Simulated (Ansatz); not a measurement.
Steps from a short run of molecular dynamics on a 2×2×2 supercell (24 atoms) of CaF₂ (Fm-3m), relaxed with r2SCAN; forces from PBEsol in the PAW code Ansatz, 2×2×2 mesh, Fermi-Dirac smearing of 0.052 eV, a Langevin thermostat at fixed volume, set at 600 K. Computed, non-magnetic; the trajectory is short and the cell small, so nothing here is a converged average.

Cell vectors in Å:
```
0.0000 5.4392 5.4392
5.4392 0.0000 5.4392
5.4392 5.4392 0.0000
```

Problem. At 12 fs the positions in Å are
```
Ca  -0.021   0.030  -0.033
F    1.239   1.407   1.425
F    4.150   4.048   4.107
Ca   2.714   2.743   0.052
F    4.053   4.100   1.264
F    6.732   6.861   4.114
Ca   2.678  -0.037   2.725
F    4.084   1.376   3.965
F    6.808   4.020   6.727
Ca   5.489   2.751   2.690
F    6.820   4.124   4.190
F    9.496   6.720   6.846
Ca  -0.044   2.762   2.733
F    1.312   4.028   4.083
F    4.177   6.815   6.712
Ca   2.754   5.495   2.749
F    4.055   6.682   4.088
F    6.886   9.500   6.788
Ca   2.711   2.697   5.501
F    4.115   4.059   6.767
F    6.777   6.729   9.407
Ca   5.466   5.369   5.459
F    6.828   6.837   6.761
F    9.422   9.505   9.509
```
What are the forces, and how far does the free energy (smearing included) lie above that of step 0, with the atoms on their sites?

Solution. 22.9 meV an atom; forces in eV/Å:
```
Ca  -0.033  -0.121  -0.079
F    0.494  -0.431  -0.421
F   -0.262  -0.112  -0.293
Ca   0.145  -0.459  -0.198
F    0.353  -0.033   0.429
F    0.285  -0.345  -0.128
Ca   0.158   0.602   0.074
F   -0.072  -0.169   0.384
F   -0.066   0.310   0.689
Ca  -0.389  -0.194  -0.022
F    0.063  -0.324  -0.824
F    0.071   0.444  -0.384
Ca   0.176  -0.343   0.234
F    0.118   0.374   0.050
F   -0.469   0.000   0.356
Ca  -0.198  -0.786  -0.171
F   -0.015   0.552   0.015
F   -0.386   0.302   0.196
Ca   0.157  -0.054  -0.787
F   -0.227  -0.006   0.311
F   -0.064   0.406   0.531
Ca  -0.133   0.625  -0.099
F    0.021  -0.256   0.278
F    0.276   0.017  -0.140
```

Problem. At 20 fs the positions in Å are
```
Ca  -0.038   0.034  -0.070
F    1.175   1.425   1.440
F    4.204   4.032   4.096
Ca   2.711   2.737   0.086
F    4.034   4.109   1.211
F    6.735   6.907   4.143
Ca   2.646  -0.065   2.713
F    4.098   1.372   3.885
F    6.787   4.002   6.699
Ca   5.504   2.757   2.644
F    6.830   4.149   4.249
F    9.488   6.669   6.855
Ca  -0.077   2.807   2.733
F    1.304   3.992   4.085
F    4.247   6.823   6.668
Ca   2.763   5.512   2.763
F    4.054   6.618   4.121
F    6.933   9.496   6.786
Ca   2.719   2.676   5.525
F    4.147   4.044   6.763
F    6.772   6.704   9.358
Ca   5.476   5.343   5.477
F    6.833   6.855   6.746
F    9.351   9.507   9.511
```
What are the forces, and how far does the free energy (smearing included) lie above that of step 0, with the atoms on their sites?

Solution. 52.1 meV an atom; forces in eV/Å:
```
Ca  -0.049  -0.083  -0.074
F    0.706  -0.594  -0.523
F   -0.442  -0.204  -0.330
Ca   0.099  -0.568  -0.366
F    0.517  -0.068   0.632
F    0.258  -0.564  -0.277
Ca   0.215   0.952   0.345
F   -0.117  -0.244   0.561
F    0.025   0.333   1.104
Ca  -0.503  -0.240   0.160
F    0.158  -0.485  -1.292
F    0.095   0.729  -0.502
Ca   0.415  -0.736   0.428
F    0.088   0.676   0.087
F   -0.766   0.097   0.513
Ca  -0.195  -1.132  -0.246
F   -0.068   0.827  -0.109
F   -0.583   0.337   0.159
Ca   0.257  -0.060  -1.178
F   -0.508   0.036   0.336
F   -0.150   0.535   0.731
Ca  -0.134   0.905  -0.312
F    0.111  -0.381   0.433
F    0.573  -0.067  -0.282
```

Problem. At 68 fs the positions in Å are
```
Ca  -0.131   0.102  -0.355
F    1.205   1.258   1.289
F    4.236   4.082   3.855
Ca   2.708   2.640   0.102
F    4.036   4.073   1.280
F    6.884   6.776   4.202
Ca   2.576  -0.096   2.818
F    4.031   1.231   3.769
F    6.850   4.092   7.079
Ca   5.496   2.752   2.458
F    6.784   3.942   3.982
F    9.524   6.867   6.635
Ca  -0.050   2.642   2.864
F    1.414   4.179   4.106
F    4.141   6.870   6.608
Ca   2.725   5.435   2.778
F    4.119   6.833   4.124
F    6.942   9.507   6.807
Ca   2.918   2.631   5.341
F    4.153   4.122   6.868
F    6.628   6.830   9.606
Ca   5.533   5.296   5.423
F    7.011   6.730   6.979
F    9.446   9.465   9.455
```
What are the forces, and how far does the free energy (smearing included) lie above that of step 0, with the atoms on their sites?

Solution. 78.8 meV an atom; forces in eV/Å:
```
Ca   0.268  -1.130   1.994
F    0.463   0.348   0.688
F   -0.271  -0.187   0.922
Ca  -0.509   0.162  -0.275
F    0.158   0.320  -0.249
F   -0.413  -0.104  -0.059
Ca   0.264  -0.090  -1.465
F   -0.075   0.935   0.287
F   -0.381  -0.564  -1.248
Ca   0.033  -0.179   0.246
F    0.037   0.361   0.915
F    0.417  -0.418   0.356
Ca   0.463   0.474  -0.980
F   -0.098  -0.636   0.383
F    0.365  -0.537   0.382
Ca   0.586  -0.051   0.140
F   -0.247  -0.579  -0.284
F   -0.269  -0.484  -0.510
Ca  -0.755   1.183   0.241
F    0.155  -0.133  -0.564
F    1.039   0.669  -0.827
Ca  -0.389   0.257   0.599
F   -0.821   0.485  -1.003
F   -0.020  -0.102   0.311
```
